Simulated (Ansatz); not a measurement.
# BeS, one cell by several methods

```
Be S
1.0
     0.00000    2.31446    2.31446
     2.31446    0.00000    2.31446
     2.31446    2.31446    0.00000
Be S
1 1
Direct
  0.00000 0.00000 0.00000
  0.50000 0.50000 0.50000
```

Atoms are numbered in the order listed.

The structure comes from a relaxation in the same program, started in the rocksalt type, and has space group Fm-3m. Whether it is a known phase or the ground state wasn't checked.

Levels of theory: DFT, PBE, PAW with Ansatz's default frozen-core files, scalar-relativistic (Ansatz 0.2.0); DFT, PBE, all-electron PAW with datasets made for the crystal, scalar-relativistic (Ansatz 0.2.0); DFT, PBE, all-electron LAPW, scalar-relativistic (Ansatz 0.2.0).

For PAW: a Γ-centred 13×13×13 k mesh, Fermi–Dirac smearing of 0.08 eV, cutoff 420 eV, no spin polarisation. The crystal-made all-electron datasets (AE datasets) take a cutoff of 240 eV at this cell. LAPW targets a basis error of 1 meV/atom. The Ansatz runs share mesh, smearing and spin set-up. Plane-wave (PAW) pressures include the program's estimate of the Pulay term.

Stress and pressure are positive in compression.

Levels count from the top of the valence band.

```json
{"quantity": "pressure (GPa)", "PAW": "0.03", "AE datasets": "0.04", "LAPW": "0.04"}
{"quantity": "band gap (eV)", "PAW": "0.967", "AE datasets": "0.970", "LAPW": "0.970"}
{"quantity": "highest filled level at L (eV)", "PAW": "-0.520", "AE datasets": "-0.520", "LAPW": "-0.520"}
{"quantity": "lowest empty level at L (eV)", "PAW": "3.910", "AE datasets": "3.912", "LAPW": "3.912"}
{"quantity": "highest filled level at U (eV)", "PAW": "-2.505", "AE datasets": "-2.505", "LAPW": "-2.504"}
{"quantity": "lowest empty level at U (eV)", "PAW": "2.236", "AE datasets": "2.238", "LAPW": "2.238"}
{"quantity": "highest filled level at X (eV)", "PAW": "-3.194", "AE datasets": "-3.193", "LAPW": "-3.193"}
{"quantity": "lowest empty level at X (eV)", "PAW": "0.967", "AE datasets": "0.970", "LAPW": "0.970"}
```

PAW's pressure differs from the LAPW value by about 0.01 GPa or less. Datasets made for the crystal and LAPW share parts of one code, so their agreement isn't an independent check.
